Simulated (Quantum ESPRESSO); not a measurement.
# TiSi2 (Cmcm) in Quantum ESPRESSO: notebook

Runs on TiSi2. Level: LDA. Tasks: single point, equation of state, band structure.

All numbers are computed with Quantum ESPRESSO 7.5; they aren't measurements. Logs are shortened: lines on timing, memory, paths and dates and some standing lists are left out, and cuts for length are marked.

## Step 1: The structure

It takes space group Cmcm (No. 63, orthorhombic). The conventional cell has a = 3.530 Å, b = 13.519 Å, c = 3.565 Å, α = 90.00°, β = 90.00°, γ = 90.00°. Ti (site symmetry m2m) is surrounded by 10 Si at 2.58 to 2.81 Å. Around Si (site symmetry m2m) lie 4 Si at 2.51 Å and 4 Ti at 2.66 to 2.67 Å. Si (site symmetry m2m) has 2 Si at 2.38 Å and 4 Ti at 2.58 Å as nearest neighbours.

The cell comes from a database or a generator and needn't be the stable form of this composition.

## Step 2: Single point, LDA, 13.33 Å³/atom

pw.in reads:

```
&CONTROL
  calculation = 'scf'
  prefix = 'pwscf'
  outdir = './tmp'
  pseudo_dir = './pseudo'
  tstress = .true.
  disk_io = 'nowf'
/
&SYSTEM
  ibrav = 0
  nat = 6
  ntyp = 2
  ecutwfc = 45
  ecutrho = 360
  nbnd = 28
  occupations = 'smearing'
  smearing = 'fd'
  degauss = 0.00367493
/
&ELECTRONS
  conv_thr = 1.2d-09
  electron_maxstep = 120
  mixing_beta = 0.5
/
ATOMIC_SPECIES
Ti    47.8670 ti_lda_v1.4.uspp.F.UPF
Si    28.0850 si_lda_v1.uspp.F.UPF
CELL_PARAMETERS angstrom
   1.7290723629   -6.6212982966    0.0000000000
   1.7290723629    6.6212982966    0.0000000000
   0.0000000000    0.0000000000    3.4923948962
ATOMIC_POSITIONS crystal
Ti     0.1031180800    0.8968819200    0.2500000000
Ti     0.8968819200    0.1031180800    0.7500000000
Si     0.7503148200    0.2496851800    0.2500000000
Si     0.2496851800    0.7503148200    0.7500000000
Si     0.4417485500    0.5582514500    0.2500000000
Si     0.5582514500    0.4417485500    0.7500000000
K_POINTS automatic
8 8 8 0 0 0
```

Potentials or basis: GBRV 1.5 LDA.

Command:

```sh
> OMP_NUM_THREADS=1 mpirun -n 2 pw.x -nk 2 -in pw.in > pw.out
```

pw.out:

```text
This program is part of the open-source Quantum ESPRESSO suite
     for quantum simulation of materials; please cite
[... 13 lines left out ...]
     --------------------
     sticks:   dense  smooth     PW     G-vecs:    dense   smooth      PW
     Sum        2337    1161    395                62191    21977    4311

     Using Slab Decomposition

     bravais-lattice index     =            0
     lattice parameter (alat)  =      12.9320  a.u.
     unit-cell volume          =     539.6426 (a.u.)^3
     number of atoms/cell      =            6
     number of atomic types    =            2
     number of electrons       =        40.00
     number of Kohn-Sham states=           28
     kinetic-energy cutoff     =      45.0000  Ry
     charge density cutoff     =     360.0000  Ry
     scf convergence threshold =      1.2E-09
     mixing beta               =       0.5000
     number of iterations used =            8  plain     mixing
     Exchange-correlation= SLA  PZ   NOGX NOGC
                           (   1   1   0   0   0   0   0)

     celldm(1)=  12.932036  celldm(2)=   0.000000  celldm(3)=   0.000000
     celldm(4)=   0.000000  celldm(5)=   0.000000  celldm(6)=   0.000000

     crystal axes: (cart. coord. in units of alat)
               a(1) = (   0.252665  -0.967554   0.000000 )
               a(2) = (   0.252665   0.967554   0.000000 )
               a(3) = (   0.000000   0.000000   0.510335 )

     reciprocal axes: (cart. coord. in units 2 pi/alat)
               b(1) = (  1.978905 -0.516767  0.000000 )
               b(2) = (  1.978905  0.516767 -0.000000 )
               b(3) = ( -0.000000  0.000000  1.959497 )

     PseudoPot. # 1 for Ti read from file:
     ti_lda_v1.4.uspp.F.UPF
     Pseudo is Ultrasoft + core correction, Zval = 12.0
     Generated by new atomic code, or converted to UPF format
     Using radial grid of  851 points,  6 beta functions with:
                l(1) =   0
                l(2) =   0
                l(3) =   1
                l(4) =   1
                l(5) =   2
                l(6) =   2
     Q(r) pseudized with  6 coefficients,  rinner =    1.000   1.000   1.000
                                                       1.000   1.000

     PseudoPot. # 2 for Si read from file:
     si_lda_v1.uspp.F.UPF
     Pseudo is Ultrasoft + core correction, Zval =  4.0
     Generated by new atomic code, or converted to UPF format
     Using radial grid of  899 points,  6 beta functions with:
                l(1) =   0
                l(2) =   0
                l(3) =   1
                l(4) =   1
                l(5) =   2
                l(6) =   2
     Q(r) pseudized with  8 coefficients,  rinner =    0.900   0.900   0.900
                                                       0.900   0.900

     atomic species   valence    mass     pseudopotential
     Ti               12.00    47.86700     Ti( 1.00)
     Si                4.00    28.08500     Si( 1.00)

      8 Sym. Ops., with inversion, found ( 4 have fractional translation)

   Cartesian axes

     site n.     atom                  positions (alat units)
         1        Ti     tau(   1) = (   0.2526650   0.7680092   0.1275837  )
         2        Ti     tau(   2) = (   0.2526650  -0.7680092   0.3827512  )
         3        Si     tau(   3) = (   0.2526650  -0.4843861   0.1275837  )
         4        Si     tau(   4) = (   0.2526650   0.4843861   0.3827512  )
         5        Si     tau(   5) = (   0.2526650   0.1127228   0.1275837  )
         6        Si     tau(   6) = (   0.2526650  -0.1127228   0.3827512  )

     number of k points=   105  Fermi-Dirac smearing, width (Ry)=  0.0037

     Number of k-points >= 100: set verbosity='high' to print them.

     Dense  grid:    62191 G-vectors     FFT dimensions: (  80,  80,  40)

     Smooth grid:    21977 G-vectors     FFT dimensions: (  60,  60,  30)

     Check: negative core charge=   -0.000006

     Initial potential from superposition of free atoms

     starting charge      37.9975, renormalised to      40.0000

     negative rho (up, down):  1.955E-03 0.000E+00
     Starting wfcs are   36 randomized atomic wfcs

     Self-consistent Calculation

     iteration #  1     ecut=    45.00 Ry     beta= 0.50
     Davidson diagonalization with overlap
     ethr =  1.00E-02,  avg # of iterations =  3.5

     Threshold (ethr) on eigenvalues was too large:
     Diagonalizing with lowered threshold

     Davidson diagonalization with overlap
     ethr =  9.59E-04,  avg # of iterations =  1.9

     negative rho (up, down):  1.746E-03 0.000E+00

     total energy              =    -277.15005051 Ry
     estimated scf accuracy    <       0.41894075 Ry

     iteration #  2     ecut=    45.00 Ry     beta= 0.50
     Davidson diagonalization with overlap
     ethr =  1.05E-03,  avg # of iterations =  3.7

     negative rho (up, down):  1.497E-03 0.000E+00

     total energy              =    -277.20325330 Ry
     estimated scf accuracy    <       0.51202679 Ry

     iteration #  3     ecut=    45.00 Ry     beta= 0.50
     Davidson diagonalization with overlap
     ethr =  1.05E-03,  avg # of iterations =  2.0

     negative rho (up, down):  1.200E-03 0.000E+00

     total energy              =    -277.28535970 Ry
     estimated scf accuracy    <       0.05051323 Ry

     iteration #  4     ecut=    45.00 Ry     beta= 0.50
     Davidson diagonalization with overlap
     ethr =  1.26E-04,  avg # of iterations =  3.9

     negative rho (up, down):  1.038E-03 0.000E+00

     total energy              =    -277.29571103 Ry
     estimated scf accuracy    <       0.02041610 Ry

     iteration #  5     ecut=    45.00 Ry     beta= 0.50
     Davidson diagonalization with overlap
     ethr =  5.10E-05,  avg # of iterations =  2.1

     negative rho (up, down):  9.408E-04 0.000E+00

     total energy              =    -277.29765783 Ry
     estimated scf accuracy    <       0.00089881 Ry

     iteration #  6     ecut=    45.00 Ry     beta= 0.50
     Davidson diagonalization with overlap
     ethr =  2.25E-06,  avg # of iterations =  7.1
[... 24 lines left out ...]
     iteration #  9     ecut=    45.00 Ry     beta= 0.50
     Davidson diagonalization with overlap
     ethr =  1.65E-08,  avg # of iterations =  3.5

     negative rho (up, down):  8.932E-04 0.000E+00

     total energy              =    -277.29817680 Ry
     estimated scf accuracy    <       0.00000087 Ry

     iteration # 10     ecut=    45.00 Ry     beta= 0.50
     Davidson diagonalization with overlap
     ethr =  2.18E-09,  avg # of iterations =  4.0

     negative rho (up, down):  8.932E-04 0.000E+00

     total energy              =    -277.29817709 Ry
     estimated scf accuracy    <       0.00000003 Ry

     iteration # 11     ecut=    45.00 Ry     beta= 0.50
     Davidson diagonalization with overlap
     ethr =  8.44E-11,  avg # of iterations =  3.8

     negative rho (up, down):  8.932E-04 0.000E+00

     total energy              =    -277.29817711 Ry
     estimated scf accuracy    <          4.7E-09 Ry

     iteration # 12     ecut=    45.00 Ry     beta= 0.50
     Davidson diagonalization with overlap
     ethr =  1.19E-11,  avg # of iterations =  2.2

     negative rho (up, down):  8.931E-04 0.000E+00

     End of self-consistent calculation

     Number of k-points >= 100: set verbosity='high' to print the bands.

     the Fermi energy is    13.6246 ev

!    total energy              =    -277.29817711 Ry
     estimated scf accuracy    <          5.9E-10 Ry
     smearing contrib. (-TS)   =      -0.00083552 Ry
     internal energy E=F+TS    =    -277.29734159 Ry

     The total energy is F=E-TS. E is the sum of the following terms:
     one-electron contribution =     -89.17226833 Ry
     hartree contribution      =      64.31427332 Ry
     xc contribution           =     -53.92281966 Ry
     ewald contribution        =    -198.51652693 Ry

     convergence has been achieved in  12 iterations

     Computing stress (Cartesian axis) and pressure

     negative rho (up, down):  8.931E-04 0.000E+00
          total   stress  (Ry/bohr**3)                   (kbar)     P=       40.36
   0.00025441  -0.00000000   0.00000000           37.42       -0.00        0.00
   0.00000000   0.00019364   0.00000000            0.00       28.49        0.00
   0.00000000   0.00000000   0.00037502            0.00        0.00       55.17

=------------------------------------------------------------------------------=
   JOB DONE.
=------------------------------------------------------------------------------=
```

Wall time 3.1 min (2 MPI ranks of Intel Xeon Platinum 8375C at 2.90GHz (Ice Lake), shared host); peak memory 0.46 GiB.

What came out:

```yaml
Free_energy: -3772.8339 eV
Pressure: 4.0 GPa
Band_gap_on_the_k_mesh: none (metal or under the smearing width)
```

## Step 3: Single point, LDA, 13.61 Å³/atom

pw.in: that of step 2 with these lines changed.

```diff
@@ -28,5 +28,5 @@
 CELL_PARAMETERS angstrom
-   1.7290723629   -6.6212982966    0.0000000000
-   1.7290723629    6.6212982966    0.0000000000
-   0.0000000000    0.0000000000    3.4923948962
+   1.7412493300   -6.6679286942    0.0000000000
+   1.7412493300    6.6679286942    0.0000000000
+   0.0000000000    0.0000000000    3.5169900368
 ATOMIC_POSITIONS crystal
```

Potentials or basis: GBRV 1.5 LDA.

Command:

```sh
> OMP_NUM_THREADS=1 mpirun -n 2 pw.x -nk 2 -in pw.in > pw.out
```

Wall time 3.4 min (2 MPI ranks of Intel Xeon Platinum 8375C at 2.90GHz (Ice Lake), shared host); peak memory 0.5 GiB.

Results (log left out):

```
Free energy            : -3772.8581 eV
Pressure               : 0.6 GPa
Band gap on the k mesh : none (metal or under the smearing width)
```

## Step 4: Single point, LDA, 13.89 Å³/atom

pw.in: that of step 3 with these lines changed.

```diff
@@ -28,5 +28,5 @@
 CELL_PARAMETERS angstrom
-   1.7412493300   -6.6679286942    0.0000000000
-   1.7412493300    6.6679286942    0.0000000000
-   0.0000000000    0.0000000000    3.5169900368
+   1.7532583256   -6.7139158625    0.0000000000
+   1.7532583256    6.7139158625    0.0000000000
+   0.0000000000    0.0000000000    3.5412459070
 ATOMIC_POSITIONS crystal
```

Command:

```sh
> OMP_NUM_THREADS=1 mpirun -n 2 pw.x -nk 2 -in pw.in > pw.out
```

Wall time 3.7 min (2 MPI ranks of Intel Xeon Platinum 8375C at 2.90GHz (Ice Lake), shared host); peak memory 0.48 GiB.

Results (log left out):

| Quantity | Value |
| --- | --- |
| Free energy | -3772.8474 eV |
| Pressure | -2.6 GPa |
| Band gap on the k mesh | none (metal or under the smearing width) |

## Step 5: Single point, LDA, 14.18 Å³/atom

pw.in: that of step 4 with these lines changed.

```diff
@@ -28,5 +28,5 @@
 CELL_PARAMETERS angstrom
-   1.7532583256   -6.7139158625    0.0000000000
-   1.7532583256    6.7139158625    0.0000000000
-   0.0000000000    0.0000000000    3.5412459070
+   1.7651050250   -6.7592815350    0.0000000000
+   1.7651050250    6.7592815350    0.0000000000
+   0.0000000000    0.0000000000    3.5651739700
 ATOMIC_POSITIONS crystal
```

Command:

```sh
> OMP_NUM_THREADS=1 mpirun -n 2 pw.x -nk 2 -in pw.in > pw.out
```

Run time: 2.8 min. Hardware: 2 MPI ranks of Intel Xeon Platinum 8375C at 2.90GHz (Ice Lake), shared host; peak memory 0.5 GiB.

The run converged. Its results:

```
Free energy            : -3772.8053 eV
Pressure               : -5.3 GPa
Band gap on the k mesh : none (metal or under the smearing width)
```

## Step 6: Single point, LDA, 14.46 Å³/atom

pw.in: that of step 5 with these lines changed.

```diff
@@ -28,5 +28,5 @@
 CELL_PARAMETERS angstrom
-   1.7651050250   -6.7592815350    0.0000000000
-   1.7651050250    6.7592815350    0.0000000000
-   0.0000000000    0.0000000000    3.5651739700
+   1.7767948029   -6.8040462934    0.0000000000
+   1.7767948029    6.8040462934    0.0000000000
+   0.0000000000    0.0000000000    3.5887850817
 ATOMIC_POSITIONS crystal
```

Potentials or basis: GBRV 1.5 LDA.

Command:

```sh
> OMP_NUM_THREADS=1 mpirun -n 2 pw.x -nk 2 -in pw.in > pw.out
```

Run time: 3.1 min. Hardware: 2 MPI ranks of Intel Xeon Platinum 8375C at 2.90GHz (Ice Lake), shared host; peak memory 0.5 GiB.

It converged, with:

- Free energy: -3772.7351 eV
- Pressure: -7.9 GPa
- Band gap on the k mesh: none (metal or under the smearing width)

## Step 7: Single point, LDA, 14.75 Å³/atom

pw.in: that of step 6 with these lines changed.

```diff
@@ -28,5 +28,5 @@
 CELL_PARAMETERS angstrom
-   1.7767948029   -6.8040462934    0.0000000000
-   1.7767948029    6.8040462934    0.0000000000
-   0.0000000000    0.0000000000    3.5887850817
+   1.7883327548   -6.8482296503    0.0000000000
+   1.7883327548    6.8482296503    0.0000000000
+   0.0000000000    0.0000000000    3.6120895340
 ATOMIC_POSITIONS crystal
```

Command:

```sh
> OMP_NUM_THREADS=1 mpirun -n 2 pw.x -nk 2 -in pw.in > pw.out
```

Wall time 3.4 min (2 MPI ranks of Intel Xeon Platinum 8375C at 2.90GHz (Ice Lake), shared host); peak memory 0.54 GiB.

It converged, with:

| Item | Value |
| --- | --- |
| Free energy | -3772.6397 eV |
| Pressure | -10.1 GPa |
| Band gap on the k mesh | none (metal or under the smearing width) |

## Step 8: Single point, LDA, 15.03 Å³/atom

pw.in: that of step 7 with these lines changed.

```diff
@@ -28,5 +28,5 @@
 CELL_PARAMETERS angstrom
-   1.7883327548   -6.8482296503    0.0000000000
-   1.7883327548    6.8482296503    0.0000000000
-   0.0000000000    0.0000000000    3.6120895340
+   1.7997237164   -6.8918501234    0.0000000000
+   1.7997237164    6.8918501234    0.0000000000
+   0.0000000000    0.0000000000    3.6350970940
 ATOMIC_POSITIONS crystal
```

Command:

```sh
> OMP_NUM_THREADS=1 mpirun -n 2 pw.x -nk 2 -in pw.in > pw.out
```

Run time: 3.5 min. Hardware: 2 MPI ranks of Intel Xeon Platinum 8375C at 2.90GHz (Ice Lake), shared host; peak memory 0.54 GiB.

Results (log left out):

| Quantity | Value |
| --- | --- |
| Free energy | -3772.5217 eV |
| Pressure | -12.1 GPa |
| Band gap on the k mesh | none (metal or under the smearing width) |

## Step 9: Equation of state, LDA

Potentials or basis: GBRV 1.5 LDA.

No new run: the results of the series are fitted here.

What came out:

* Equilibrium volume: 13.66 Å³/atom
* Bulk modulus at fixed shape and positions: 156 GPa
* Pressure derivative of the bulk modulus: 4.3

Energy against volume, from the lowest point:
| volume (Å³/atom) | energy (meV/atom) |
| --- | --- |
| 13.328 | 4.04 |
| 13.611 | 0.00 |
| 13.895 | 1.79 |
| 14.179 | 8.80 |
| 14.462 | 20.51 |
| 14.746 | 36.41 |
| 15.029 | 56.07 |

Caveat: the cell was scaled at fixed shape and fractional positions, which overstates the stiffness of a crystal with free parameters, most of all of layers and chains.

(Continued in part 2 of 2.)
